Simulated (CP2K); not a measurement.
# Sb (Im-3m) in CP2K: further runs

The runs below take Sb through single point, equation of state, with r2SCAN.

Program: CP2K 2026.2. These are calculated values, not measurements. Logs are shortened: lines on timing, memory, paths and dates and some standing lists are left out, and cuts for length are marked.

### 1 The crystal as given

The structure is cubic, space group Im-3m (No. 229). The conventional cell has a = 3.743 Å, b = 3.743 Å, c = 3.743 Å, α = 90.00°, β = 90.00°, γ = 90.00°. Sb (site symmetry m-3m) has 8 Sb at 3.24 Å as nearest neighbours.

This isn't the form of Sb at room conditions, which is rhombohedral.

### 2 Single point, r2SCAN, 26.21 Å³/atom

The input, sb_eos.inp:

```
&GLOBAL
  PROJECT sb_eos
  RUN_TYPE ENERGY_FORCE
  PRINT_LEVEL LOW
&END GLOBAL
&FORCE_EVAL
  METHOD QS
  STRESS_TENSOR ANALYTICAL
  &DFT
    BASIS_SET_FILE_NAME BASIS_MOLOPT_UZH
    POTENTIAL_FILE_NAME POTENTIAL_UZH
    &MGRID
      CUTOFF 675
      REL_CUTOFF 60
      NGRIDS 5
    &END MGRID
    &QS
      METHOD GPW
      EPS_DEFAULT 1.0E-9
    &END QS
    &KPOINTS
      SCHEME MONKHORST-PACK 10 10 10
      GAMMA_CENTERED T
      SYMMETRY T
      SYMMETRY_BACKEND SPGLIB
    &END KPOINTS
    &SCF
      SCF_GUESS ATOMIC
      EPS_SCF 1.0E-6
      MAX_SCF 100
      ADDED_MOS 8
      CHOLESKY OFF
      EPS_EIGVAL 1.0E-7
      &DIAGONALIZATION ON
        ALGORITHM STANDARD
      &END DIAGONALIZATION
      &MIXING ON
        METHOD BROYDEN_MIXING
        ALPHA 0.4
        BETA 1.5
        NBUFFER 8
      &END MIXING
      &SMEAR ON
        METHOD FERMI_DIRAC
        ELECTRONIC_TEMPERATURE 580.23
      &END SMEAR
    &END SCF
    &XC
      &XC_FUNCTIONAL
        &MGGA_X_R2SCAN
        &END MGGA_X_R2SCAN
        &MGGA_C_R2SCAN
        &END MGGA_C_R2SCAN
      &END XC_FUNCTIONAL
    &END XC
    &PRINT
      &KPOINTS ON
      &END KPOINTS
      &MULLIKEN ON
      &END MULLIKEN
      &MO ON
        ENERGIES T
        OCCUPATION_NUMBERS T
        &EACH
          QS_SCF 0
        &END EACH
        ADD_LAST NUMERIC
      &END MO
    &END PRINT
  &END DFT
  &SUBSYS
    &CELL
      A 3.2412574934 0.0000000000 0.0000000000
      B -1.0804191645 3.0558868708 0.0000000000
      C -1.0804191645 -1.5279434354 2.6464756612
      PERIODIC XYZ
    &END CELL
    &COORD
      SCALED
      Sb  0.0000000000 0.0000000000 0.0000000000
    &END COORD
    &KIND Sb
      BASIS_SET TZVP-MOLOPT-SCAN-GTH-q5
      POTENTIAL GTH-SCAN-q5
    &END KIND
    &PRINT
      &ATOMIC_COORDINATES ON
      &END ATOMIC_COORDINATES
      &CELL ON
      &END CELL
    &END PRINT
  &END SUBSYS
  &PRINT
    &FORCES ON
    &END FORCES
    &STRESS_TENSOR ON
    &END STRESS_TENSOR
  &END PRINT
&END FORCE_EVAL
```

Potentials or basis: POTENTIAL_UZH Sb GTH-SCAN-q5; TZVP-MOLOPT-SCAN-GTH basis.

On the command line:

```
$ OMP_NUM_THREADS=1 cp2k.psmp -i sb_eos.inp -o sb_eos.out
```

sb_eos.out:

```text

 CP2K| version string:                                       CP2K version 2026.2
 CP2K| Input file name                                                sb_eos.inp

 GLOBAL| Force Environment number                                              1
 GLOBAL| Basis set file name                                    BASIS_MOLOPT_UZH
 GLOBAL| Potential file name                                       POTENTIAL_UZH
 GLOBAL| MM Potential file name                                     MM_POTENTIAL
 GLOBAL| Coordinate file name                                      __STD_INPUT__
 GLOBAL| Method name                                                        CP2K
 GLOBAL| Project name                                                     sb_eos
 GLOBAL| Run type                                                   ENERGY_FORCE
 GLOBAL| FFT library                                                       FFTW3
[... 8 lines left out ...]
 GLOBAL| CPU model name                                                  UNKNOWN

 CELL| Volume [angstrom^3]:                                            26.213120
 CELL| Vector a [angstrom]:       3.241     0.000     0.000   |a| =     3.241257
 CELL| Vector b [angstrom]:      -1.080     3.056     0.000   |b| =     3.241257
 CELL| Vector c [angstrom]:      -1.080    -1.528     2.646   |c| =     3.241257
 CELL| Angle (b,c), alpha [degree]:                                   109.471221
 CELL| Angle (a,c), beta  [degree]:                                   109.471221
 CELL| Angle (a,b), gamma [degree]:                                   109.471221
 CELL| Numerically orthorhombic:                                              NO
 CELL| Periodicity                                                           XYZ

 CELL_REF| Volume [angstrom^3]:                                        26.213120
 CELL_REF| Vector a [angstrom     3.241     0.000     0.000   |a| =     3.241257
 CELL_REF| Vector b [angstrom    -1.080     3.056     0.000   |b| =     3.241257
 CELL_REF| Vector c [angstrom    -1.080    -1.528     2.646   |c| =     3.241257
 CELL_REF| Angle (b,c), alpha [degree]:                               109.471221
 CELL_REF| Angle (a,c), beta  [degree]:                               109.471221
 CELL_REF| Angle (a,b), gamma [degree]:                               109.471221
 CELL_REF| Numerically orthorhombic:                                          NO
 CELL_REF| Periodicity                                                       XYZ

[... 8 lines left out ...]
 TOTAL NUMBERS AND MAXIMUM NUMBERS

  Total number of            - Atomic kinds:                                   1
                             - Atoms:                                          1
                             - Shell sets:                                     1
                             - Shells:                                         7
                             - Primitive Cartesian functions:                  4
                             - Cartesian basis functions:                     18
                             - Spherical basis functions:                     17

  Maximum angular momentum of- Orbital basis functions:                        2
                             - Local part of the GTH pseudopotential:          0
                             - Non-local part of the GTH pseudopotential:      4

 MODULE QUICKSTEP: ATOMIC COORDINATES IN ANGSTROM

   Atom Kind Element         X             Y             Z       Z(eff)     Mass
      1    1 Sb   51      0.000000      0.000000      0.000000   5.0000 121.7600

 SCF PARAMETERS         Density guess:                                    ATOMIC
                        --------------------------------------------------------
                        max_scf:                                             100
[... 7 lines left out ...]
                        --------------------------------------------------------
                        level_shift [a.u.]:                             0.000000
                        added MOs                                         8    0
                        --------------------------------------------------------
                        Mixing method:                            BROYDEN_MIXING
[... 11 lines left out ...]
 *******************************************************************************
 BRILLOUIN| K-point scheme                                        Monkhorst-Pack
 BRILLOUIN| K-Point grid                                            10   10   10
 BRILLOUIN| Gamma-centered k-point mesh                                     ON
 BRILLOUIN| K-point symmetry accuracy                               0.100000E-05
 BRILLOUIN| K-Point point group symmetrization                                ON
 BRILLOUIN| Symmetry backend                                             SPGLIB
 BRILLOUIN| Symmetry reduction method                                    SPGLIB
 BRILLOUIN| Wavefunction type                                            COMPLEX
 BRILLOUIN| List of Kpoints [2 Pi/Bohr]                                       47
 BRILLOUIN| Number           Weight            X              Y              Z
 BRILLOUIN|     1           0.00800       -0.40000       -0.40000       -0.40000
 BRILLOUIN|     2           0.02400       -0.40000       -0.40000       -0.30000
 BRILLOUIN|     3           0.02400       -0.40000       -0.40000       -0.20000
 BRILLOUIN|     4           0.01200       -0.40000       -0.40000       -0.10000
 BRILLOUIN|     5           0.02400       -0.40000       -0.40000        0.30000
 BRILLOUIN|     6           0.00600       -0.40000       -0.40000        0.40000
[... 32 lines left out ...]
 BRILLOUIN|    39           0.01200       -0.20000        0.00000        0.00000
 BRILLOUIN|    40           0.02400       -0.20000        0.00000        0.10000
 [... further k-points ...]
 *******************************************************************************

 Extrapolation method: initial_guess

 Number of electrons:                                                          5
 Number of occupied orbitals:                                                  3
 Number of molecular orbitals:                                                11

 Number of orbital functions:                                                 17
 Number of independent orbital functions:                                     17

 SCF WAVEFUNCTION OPTIMIZATION

  Step     Update method      Time    Convergence         Total energy    Change
  ------------------------------------------------------------------------------
     1 NoMix/Diag. 0.40E+00    0.9     0.63657278        -5.6323157106 -5.63E+00
     2 Broy./Diag. 0.40E+00    0.9     0.01188701        -5.6177318508  1.46E-02
     3 Broy./Diag. 0.40E+00    0.9     0.01716678        -5.5720309528  4.57E-02
     4 Broy./Diag. 0.40E+00    1.0     0.00353160        -5.5609302348  1.11E-02
     5 Broy./Diag. 0.40E+00    1.0     0.00390731        -5.5520965954  8.83E-03
     6 Broy./Diag. 0.40E+00    0.9     0.00016579        -5.5507173880  1.38E-03
     7 Broy./Diag. 0.40E+00    1.0     0.00012410        -5.5501339042  5.83E-04
     8 Broy./Diag. 0.40E+00    1.0     0.00003172        -5.5501191435  1.48E-05
     9 Broy./Diag. 0.40E+00    1.0     0.00005269        -5.5500155908  1.04E-04
    10 Broy./Diag. 0.40E+00    1.0     0.00000774        -5.5500046028  1.10E-05
    11 Broy./Diag. 0.40E+00    1.0     0.00001464        -5.5499840510  2.06E-05
    12 Broy./Diag. 0.40E+00    1.0     0.00000038        -5.5499842900 -2.39E-07

  *** SCF run converged in    12 steps ***

  Electronic density on regular grids:         -4.9999999976        0.0000000024
  Core density on regular grids:                4.9999999831       -0.0000000169
  Total charge density on r-space grids:       -0.0000000145
  Total charge density g-space grids:          -0.0000000145

  Overlap energy of the core charge distribution:               0.00000000000274
  Self energy of the core charge distribution:                -12.00442377643752
  Core Hamiltonian energy:                                      2.48776844984699
  Hartree energy:                                               5.36982727508719
  Exchange-correlation energy:                                 -1.40282880412793
  Electronic entropic energy:                                  -0.00032743436303
  Fermi energy:                                                 0.23611253712753

  Total energy:                                                -5.54998428995070
  Total energy (extrapolated to T->0):                         -5.54982057276918

 MO| EIGENVALUES AND OCCUPATION NUMBERS FOR K POINT 1
 MO|
 MO|  Index      Eigenvalue [a.u.]        Eigenvalue [eV]             Occupation
 MO|      1              -0.040409              -1.099578               2.000000
 MO|      2               0.104944               2.855669               2.000000
 MO|      3               0.104944               2.855672               2.000000
 MO|      4               0.323267               8.796553               0.000000
 MO|      5               0.552446              15.032811               0.000000
 MO|      6               0.552446              15.032812               0.000000
 MO|      7               0.692783              18.851572               0.000000
 MO|      8               1.053718              28.673117               0.000000
 MO|      9               1.053718              28.673129               0.000000
 MO|     10               1.277332              34.757983               0.000000
 MO|     11               1.550087              42.180020               0.000000
 MO| Sum:                                                               6.000000
 MO| E(Fermi):            0.236113 a.u.          6.424949 eV
 MO| Band gap:            0.218323 a.u.          5.940881 eV
[... 209 lines left out ...]
 MO| EIGENVALUES AND OCCUPATION NUMBERS FOR K POINT 14
 MO|
 MO|  Index      Eigenvalue [a.u.]        Eigenvalue [eV]             Occupation
 MO|      1              -0.111541              -3.035187               2.000000
 MO|      2               0.145604               3.962086               2.000000
 MO|      3               0.200307               5.450619               2.000000
 MO|      4               0.301263               8.197770               0.000000
 MO|      5               0.507470              13.808952               0.000000
 MO|      6               0.669817              18.226656               0.000000
 MO|      7               0.732575              19.934368               0.000000
 MO|      8               0.877921              23.889445               0.000000
 MO|      9               0.974834              26.526595               0.000000
 MO|     10               1.212082              32.982441               0.000000
 MO|     11               1.446140              39.351467               0.000000
 MO| Sum:                                                               6.000000
 MO| E(Fermi):            0.236113 a.u.          6.424949 eV

 [... the levels of further k-points ...]

 !-----------------------------------------------------------------------------!
                     Mulliken Population Analysis

 #  Atom  Element  Kind  Atomic population                           Net charge
       1     Sb       1          5.000000                              0.000000
 # Total charge                              5.000000                  0.000000

 !-----------------------------------------------------------------------------!

 ENERGY| Total FORCE_EVAL ( QS ) energy [hartree]             -5.549984379214573

 FORCES| Atomic forces [hartree/bohr]
 FORCES|   Atom     x               y               z               |f|
 FORCES|      1  1.98361623E-14  3.14131291E-14 -9.12869635E-14   9.85574337E-14
 FORCES| Sum     1.98361623E-14  3.14131291E-14 -9.12869635E-14
 FORCES| Total atomic force                                       9.85574337E-14

 STRESS| Analytical stress tensor [bar]
 STRESS|                        x                   y                   z
 STRESS|      x        2.15867720886E+04   6.04664312695E-01  -3.87028964031E-02
 STRESS|      y        6.04664312695E-01   2.15872621359E+04  -9.77824578687E-02
 STRESS|      z       -3.87028964031E-02  -9.77824578687E-02   2.15868501497E+04
 STRESS| 1/3 Trace                                             2.15869614581E+04
 STRESS| Determinant                                           1.00594572180E+13

 STRESS| Eigenvectors and eigenvalues of the analytical stress tensor [bar]
 STRESS|                        1                   2                   3
 STRESS| Eigenvalues   2.15863636276E+04   2.15868385250E+04   2.15876822216E+04
 STRESS|      x           0.826332084946      0.107579345751      0.552812780023
 STRESS|      y          -0.561213600841      0.075273202172      0.824241007998
 STRESS|      z          -0.047059320228      0.991342841505     -0.122575654096
```

Wall time 15 s (1 thread of Arm Neoverse V2, shared host); peak memory 0.25 GiB.

What came out:

| Quantity | Value |
| --- | --- |
| Free energy | -151.0228 eV |
| Pressure | 2.2 GPa |
| Band gap on the k mesh | none (metal or under the smearing width) |

Caveat: the basis of atomic orbitals isn't converged, which shifts pressures, moduli and gaps.

[end of part 1 of 2]
